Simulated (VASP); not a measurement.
Input of a VASP 6.6.1 run:

File INCAR:

```
PREC = Accurate
ENCUT = 520
EDIFF = 1E-7
ISMEAR = 0
SIGMA = 0.1
LREAL = F
LASPH = T
NELM = 120
ALGO = Normal
ISIF = 3
LWAVE = F
LCHARG = F
GGA = PE
IBRION = 2
NSW = 60
EDIFFG = -0.005
POTIM = 0.3
KPAR = 4
```

KPOINTS

```
regular mesh
0
Gamma
  10 10 8
```

File POSCAR:

```
ZnSnN2                                  
1.0
    3.4152344573      0.0000000000      0.0000000000
    0.0000000000      3.4152344573      0.0000000000
   -0.0000000000      0.0000000000      4.7739315434
  Zn              Sn              N             
     1     1     2
Direct
     0.0000000000000000    1.0000000000000000    0.0000000000000000
     0.5000000000000000    0.5000000000000000    0.5000000000000000
     0.0000000000000000    0.5000000000000000    0.2448088861306967
     0.5000000000000000    1.0000000000000000    0.7551911138693033
```

Potentials or basis: VASP PAW PBE potentials, release 64 (Zn, Sn_d, N).

Command:

```bash
$ cat potpaw_PBE.64/Zn/POTCAR potpaw_PBE.64/Sn_d/POTCAR potpaw_PBE.64/N/POTCAR > POTCAR
$ mpirun -np 4 vasp_std > vasp.out
```

Q: What does it give for the relaxed cell?

A: a = 3.415 Å, b = 3.415 Å, c = 4.771 Å, α = 90.00°, β = 90.00°, γ = 90.00°.

Q: Predict the relaxed volume.

A: 13.91 Å³/atom.

Q: What does it give for the space group after relaxing (to 0.05 Å)?

A: P-4m2 (No. 115).

Final structure:
```
Zn Sn N
1.0
     3.41524    0.00000    0.00000
     0.00000    3.41524    0.00000
     0.00000    0.00000    4.77055
Zn Sn N
1 1 2
Cartesian
  0.0000 3.4152 4.7706
  1.7076 1.7076 2.3853
  0.0000 1.7076 1.1670
  1.7076 3.4152 3.6035
```
